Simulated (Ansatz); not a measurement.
Runs of Ansatz 0.2.0 on TiO2. Symmetry: P4_2/mnm, No. 136, tetragonal system. The conventional cell has a = 4.600 Å, b = 4.600 Å, c = 2.959 Å, α = 90.00°, β = 90.00°, γ = 90.00°. Ti (site symmetry mmm) has 6 O at 1.95 to 1.98 Å as nearest neighbours. O (site symmetry m2m) is surrounded by 3 Ti at 1.95 to 1.98 Å. The cell is a database's computed one.

```tsv
task	level	potentials or basis	cell	cutoff (eV)	points for each segment of the path	gap on the mesh (eV)	pressure (GPa)	V0 of scaled cells (Å³/atom)	relaxed volume (Å³/atom)	B0 (GPa)
relaxation of cell and atoms	rPW86-PBE+rVV10	Ansatz PAW	relaxed	420	-	1.79	0.0	-	10.73	-
equation of state	LDA	JTH PAW LDA	as given	1380	-	-	-	10.08	-	(b)
band structure	BLYP	Ansatz PAW	as given	420	14	1.86	(c)	-	-	-
equation of state	BLYP	Ansatz PAW	as given	420	-	-	-	10.88	-	(d)
relaxation of cell and atoms	rPW86-PBE	Ansatz PAW	relaxed	420	-	1.79	0.0	-	10.90	-
relaxation of cell and atoms	PBEsol+D3(BJ)	Ansatz PAW	relaxed	420	-	1.88	0.0	-	10.17	-
relaxation of cell and atoms	PBEsol	Ansatz PAW	relaxed	420	-	1.87	0.0	-	(a)	-
```

Alike in all rows: no spin polarisation; k mesh 6 × 6 × 9; smearing fermi-dirac 0.05 eV.

Q: Estimate the missing entries.

A: (a) 10.33; (b) 263; (c) 9.9; (d) 216.

Caveats: the PAW data sets come from PBE, with cores solved anew for the run's functional, which leaves a small shift of forces and pressure (some runs); odd divisions of the mesh miss points on the zone boundary, where band edges often lie, so the gap on the mesh can be too wide (some runs); the plane-wave basis is chosen anew once the cell has moved, so the energies of steps on either side of that aren't comparable (some runs); the cell was scaled at fixed shape and fractional positions, which overstates the stiffness of a crystal with free parameters, most of all of layers and chains (some runs); the potentials were made for another functional, which shifts forces and pressure (some runs).

A k mesh can miss the band edges.

Runs at the PBE level aren't shown here.
